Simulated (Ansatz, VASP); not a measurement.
**Two plane-wave programs on Ge**

```
Ge
1.0
     0.00000    2.65977    2.65977
     2.65977    0.00000    2.65977
     2.65977    2.65977    0.00000
Ge
2
Direct
  0.50000 0.50000 0.50000
  0.75000 0.75000 0.75000
```

Alike in both runs: task single point; functional PBE; k mesh 14 × 14 × 14; occupations gaussian, width 0.1 eV; no spin polarisation.

|  | VASP | Ansatz |
| --- | --- | --- |
| version | VASP 6.6.1 | Ansatz 0.2.0 |
| potentials or method | VASP PAW PBE potentials, release 64 (Ge_d) | scalar-relativistic, plane waves, PAW |
| plane-wave cutoff (eV) | 520 | 420 |
| valence electrons in the cell | 28 | 28 |

|  | VASP | Ansatz | Ansatz less VASP |
| --- | --- | --- | --- |
| gap on the k mesh at the Fermi level (eV) | 0.26 | 0.26 | -0.006 |
| least direct gap on the mesh (eV) | 1.84 | 1.83 | -0.014 |
| pressure (GPa) | 24.8 | 25.0 | +0.20 |

With one functional, cell and mesh, what is left measures potentials, basis and numerics.

Caveats: so large a pressure means that the cell lies far from this level's equilibrium, or that cutoff or potentials fall short (VASP).
